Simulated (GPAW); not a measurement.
Crystal: HfB2.

```
Hf B
1.0
     3.14000    0.00000    0.00000
    -1.57000    2.71932    0.00000
     0.00000    0.00000    3.48000
Hf B
1 2
Direct
  0.00000 0.00000 0.00000
  0.66667 0.33333 0.50000
  0.33333 0.66667 0.50000
```

Program: GPAW 26.7.0. Alike in all runs: no spin polarisation; cell as given.

Q: Order these runs on this cell by their pressure, lowest first.
A. level WC; potentials or basis PAW data sets generated in the run's folder for this functional, pw; k mesh 5 × 5 × 4; cutoff (eV) 680; smearing fermi-dirac 0.01 eV; maxiter 150; mixer pulay; mesh quality coarse
B. level BLYP+D3(BJ); potentials or basis PAW data sets generated in the run's folder for this functional, pw; k mesh 6 × 6 × 5; cutoff (eV) 680; smearing fermi-dirac 0.01 eV; maxiter 150; eigensolver davidson; k mesh for the DOS 9 × 9 × 7; mesh quality coarse
C. level LDA+U; potentials or basis the program's PAW data sets (release 1.2.1) made for this functional, pw; U Hf d U = 2 eV; k mesh 8 × 8 × 6; cutoff (eV) 600; smearing fermi-dirac 0.05 eV; maxiter 120; convergence default; mesh quality not flagged

A: B (-5.8 GPa), C (-4.2 GPa), A (-2.7 GPa).

Caveats: some runs use coarse meshes; the cutoff is short for stress and forces, so pressures can be off by a GPa or more; U without spin polarisation on a metal has little footing (some runs); the U is typed as a test and isn't derived for this compound (some runs); pairwise dispersion overbinds metals, which lowers pressure and volume (some runs).
